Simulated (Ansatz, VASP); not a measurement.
## Two plane-wave programs on Al

The input INCAR:

```
PREC = Accurate
ENCUT = 520
EDIFF = 1E-6
ISMEAR = 0
SIGMA = 0.15
LREAL = False
LASPH = True
NELM = 80
ALGO = Fast
ISIF = 2
LWAVE = False
LCHARG = False
GGA = PE
IVDW = 12
NBANDS = 8
```

The input KPOINTS:

```
Automatic mesh
0
Gamma
  26 26 26
```

File POSCAR:

```
Al
1.0
    0.0000000000      1.9117083162      1.9913628294
    1.9117083162      0.0000000000      1.9913628294
    1.9117083162      1.9117083162      0.0000000000
Al
1
Direct
    0.0000000000      0.0000000000      0.0000000000
```

Input for Ansatz:

```yaml
crystal:
  lattice:
    - [0.0, 1.9117083162, 1.9913628294]
    - [1.9117083162, 0.0, 1.9913628294]
    - [1.9117083162, 1.9117083162, 0.0]
  atoms:
    - { symbol: Al, position: [0.0, 0.0, 0.0] }
basis:
  ecutwfc: 420
kpoints:
  mp_grid: { grid: [26, 26, 26] }
hamiltonian:
  xc: pbe
  dispersion: d3bj
scf:
  occupations: { method: gaussian, width: 0.15 }
output:
  forces: true
  stress: true
  eigenvalues: true
```

Change from the starting cell: strain -0.040 along x and y, +0.000 along z, atoms carried along.

Alike in both runs: task single point; functional PBE; dispersion D3(BJ); k mesh 26 × 26 × 26; occupations gaussian, width 0.15 eV; no spin polarisation.

```csv
,VASP,Ansatz
version,VASP 6.6.1,Ansatz 0.2.0
potentials or method,"VASP PAW PBE potentials, release 64 (Al)","scalar-relativistic, plane waves, PAW"
plane-wave cutoff (eV),520,420
valence electrons in the cell,3,3
```

VASP gave:

```
gap on the k mesh at the Fermi level (eV)       : none
pressure (GPa)                                  : 8.6
largest component of the traceless stress (GPa) : 2.94
```

Problem. What did Ansatz give for the same quantities?

Solution. gap on the k mesh at the Fermi level (eV): none; pressure (GPa): 8.7; largest component of the traceless stress (GPa): 2.94.

A gap of «none» marks a metal or a gap that the smearing closes.

Caveats: pairwise dispersion overbinds metals, which lowers pressure and volume.
